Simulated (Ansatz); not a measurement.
Space group Cmce (No. 64). a = 7.735 Å, b = 4.636 Å, c = 9.857 Å, α = 90.00°, β = 90.00°, γ = 90.00°
```
atom site symmetry x y z
   I    8f m..  0.5000  0.6555  0.8800
```

Equation of state of this I structure (not necessarily the ground state), with shape and atoms relaxed at each volume where symmetry leaves them free. Theory: DFT r2SCAN, scalar-relativistic, plane waves, PAW in Ansatz.

Cutoff 500 eV; k points 8×8×4 on the computed 4-atom cell (Γ-centred); Gaussian smearing, width 0.02 eV; no spin polarisation.

```tsv
V (Å³/atom)	E − E(largest V) (meV/atom)	P (GPa)	gap on mesh (eV)
41.537	1.50	0.60	1.19
42.862	-1.99	0.25	1.21
44.188	-3.04	-0.01	1.24
45.514	-2.21	-0.20	1.26
46.839	0.00	-0.34	1.28
```

Question: Fit a third-order Birch–Murnaghan equation to E(V).

Answer: V0 = 44.20 Å³/atom, B0 = 7 GPa, B0' = 8.4.

Spin-orbit coupling is left out, which matters for the bands of heavy elements. The cell holds layers, and where no dispersion correction was added their binding is poorly described.

Cost: 5 runs of about 9.5 core-minutes in all, on Intel Xeon 6975P-C (Granite Rapids) (shared hosts).